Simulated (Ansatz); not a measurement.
# BaTiO3: the cost of one run

Computed with Ansatz 0.2.0 (DFT PBE+U, scalar-relativistic, plane waves, PAW, unless a step's input says otherwise).

3 further runs of the same task are left out: 1 for a known fault of the program, 2 set aside as unsound or not needed.

## (1) The structure to begin with

Symmetry: Pm-3m, No. 221, cubic system. Conventional cell: a = 4.029 Å, b = 4.029 Å, c = 4.029 Å, α = 90.00°, β = 90.00°, γ = 90.00°. Ba (site symmetry m-3m) is surrounded by 12 O at 2.85 Å. Around Ti (site symmetry m-3m) lie 6 O at 2.01 Å. Around O (site symmetry 4/mmm) lie 2 Ti at 2.01 Å and 4 Ba at 2.85 Å.

As a file:

```cif
data_structure
_symmetry_space_group_name_H-M 'P 1'
_symmetry_Int_Tables_number 1
_cell_length_a 4.0288
_cell_length_b 4.0288
_cell_length_c 4.0289
_cell_angle_alpha 90.000
_cell_angle_beta 90.000
_cell_angle_gamma 90.000
_cell_volume 65.39
loop_
_atom_site_label
_atom_site_type_symbol
_atom_site_fract_x
_atom_site_fract_y
_atom_site_fract_z
_atom_site_occupancy
Ba1 Ba 0.00000 0.00000 0.00000 1
Ti1 Ti 0.50000 0.50000 0.50000 1
O1 O 0.50000 0.50000 0.00000 1
O2 O 0.50000 0.00000 0.50000 1
O3 O 0.00000 0.50000 0.50000 1
```

It is the result of an earlier relaxation at this level (volume 13.08 Å³/atom; gap on the mesh: 2.21 eV).

## (2) What is varied

The energy is mapped over two normal modes frozen in (zone-centre modes of the cell shown).

The axes are (1) amplitude of mode 1 (167i cm⁻¹), largest displacement: 11 values from −0.126 Å; (2) amplitude of mode 2 (167i cm⁻¹), largest displacement: 11 values from −0.126 Å.

Nothing else is relaxed (the cell and all other modes fixed). Energies count from the relaxed high-symmetry cell. Points are written as (first, second).

The modes come from a phonon run on the reference cell, made beforehand.

The patterns, per unit of each coordinate (Å):

| atom | x1 | y1 | z1 | x2 | y2 | z2 |
| --- | --- | --- | --- | --- | --- | --- |
| Ba1 | -0.017 | 0.000 | 0.000 | 0.000 | -0.017 | 0.000 |
| Ti2 | -0.615 | 0.000 | 0.000 | 0.000 | -0.615 | 0.000 |
| O3 | 0.491 | 0.000 | 0.000 | 0.000 | 0.491 | 0.000 |
| O4 | 0.492 | 0.000 | 0.000 | 0.000 | 1.000 | 0.000 |
| O5 | 1.000 | 0.000 | 0.000 | 0.000 | 0.492 | 0.000 |

## (3) Point (−0.126 Å, 0.000 Å)

The input, input.yaml:

```yaml
crystal:
  lattice:
    - [4.0287722607, 0.0, 0.0]
    - [0.0, 4.0287722607, 0.0]
    - [0.0, 0.0, 4.0289133369]
  atoms:
    - { symbol: Ba, position: [0.0005198781, 0.0, 0.0] }
    - { symbol: Ti, position: [0.5192389696, 0.5, 0.5] }
    - { symbol: O, position: [0.4846290759, 0.5, 0.0] }
    - { symbol: O, position: [0.4846230186, 0.0, 0.5] }
    - { symbol: O, position: [-0.0312750366, 0.5, 0.5] }
basis:
  ecutwfc: 520.0
kpoints:
  mp_grid: { grid: [8, 8, 8] }
hamiltonian:
  xc: pbe
  pseudopotentials: { kind: paw, azcp: { folder: soft_1 } }
  hubbard: { sites: [{ species: Ti, l: d, u_eff: 4.0 }] }
scf:
  occupations: { method: gaussian, width: 0.05 }
output:
  forces: true
  stress: true
  eigenvalues: true
```

Launch:

```sh
$ ansatz run input.yaml --threads 4 --pin off --max-ram 8192MiB --backend cpu --events-out ev --progress --plain --runs-dir out
```

What time and memory should one allow on 4 threads of Arm Neoverse V1, shared host?

About 10 s, with a peak of 0.67 GiB.
